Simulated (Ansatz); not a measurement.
# Ionic part of the dielectric constant of AlN at 15 GPa, mode by mode

All numbers below come from DFT PBE, scalar-relativistic, plane waves, PAW in Ansatz. Settings: 420 eV plane-wave cutoff, Γ-centred 12×12×6 mesh, fixed occupations. No spin polarisation. Phonons by linear response, acoustic sum rule imposed.

The structure is hexagonal, space group P6_3mc (No. 186). The conventional cell has a = 3.065 Å, b = 3.065 Å, c = 4.889 Å, α = 90.00°, β = 90.00°, γ = 120.00°. Al (site symmetry 3m) has 4 N at 1.86 to 1.87 Å as nearest neighbours. Around N (site symmetry 3m) lie 4 Al at 1.86 to 1.87 Å.

At this pressure the crystal is close to a known change of phase.

The primitive cell has V = 39.77 Å³ and ε∞,zz = 4.579. Each polar mode adds Δε = (4.92064×10⁷/V)·S/ν² along z, with S its oscillator strength in e²/amu, ν in cm⁻¹ and V in Å³.

Question: From these modes, find each Δε and ε0,zz.
```csv
ν (cm⁻¹),S_zz (e²/amu)
650.3,1.567
```

Answer:
```tsv
ν (cm⁻¹)	Δε
650.3	4.59
```

The sum is 4.585, so ε0,zz = 9.16; the run's tensor has 9.16.

Question: Where do the longitudinal modes lie for a wave vector along z?

Answer: At 920 cm⁻¹. The Lyddane–Sachs–Teller product Π(ν_LO/ν_TO)² = 2.00 matches ε0/ε∞ = 2.00.

Cost: 1 run of about 2 core-minutes, on Intel Xeon Platinum 8259CL (Skylake/Cascade Lake) (shared hosts).